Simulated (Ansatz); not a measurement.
# RbBr: changes ranked by their effect on the gap on the k mesh

```yaml
crystal:
  lattice:
    - [0.00000, 3.42750, 3.42750]
    - [3.42750, 0.00000, 3.42750]
    - [3.42750, 3.42750, 0.00000]
  atoms:
    - { symbol: Rb, position: [0.00000, 0.00000, 0.00000] }
    - { symbol: Br, position: [0.50000, 0.50000, 0.50000] }
```

Atoms are numbered in the order listed.

The cell is COD entry 1010048, as deposited and not checked against the literature; nothing was relaxed. It is an old determination, and later ones may differ.

All numbers below come from Ansatz 0.2.0, DFT, PBE, all-electron LAPW, scalar-relativistic.

The runs use a Γ-centred 7×7×7 k mesh, Fermi–Dirac smearing of 0.03 eV, basis error target 1 meV/atom, no spin polarisation.

Semilocal functionals give too small gaps.

In this reference run the gap on the k mesh is 4.36 eV. Each change below is made alone, on the same k mesh, with fractional coordinates held unless an atom is moved; x, y and z are the Cartesian axes.

Problem. One change shifts the gap on the k mesh by -0.41 eV. Which?
A. x and y strained by +3 %, z held
B. functional lda
C. atom 2 (Br) moved by (0.0000, 0.0000, 0.0300) Å
D. volume scaled by 0.98
E. volume scaled by 1.04
F. no relativity

Solution. B. The others give: volume scaled by 1.04, -0.10 eV; x and y strained by +3 %, z held, -0.17 eV; volume scaled by 0.98, +0.05 eV; no relativity, +0.29 eV; atom 2 (Br) moved by (0.0000, 0.0000, 0.0300) Å, 0.00 eV.
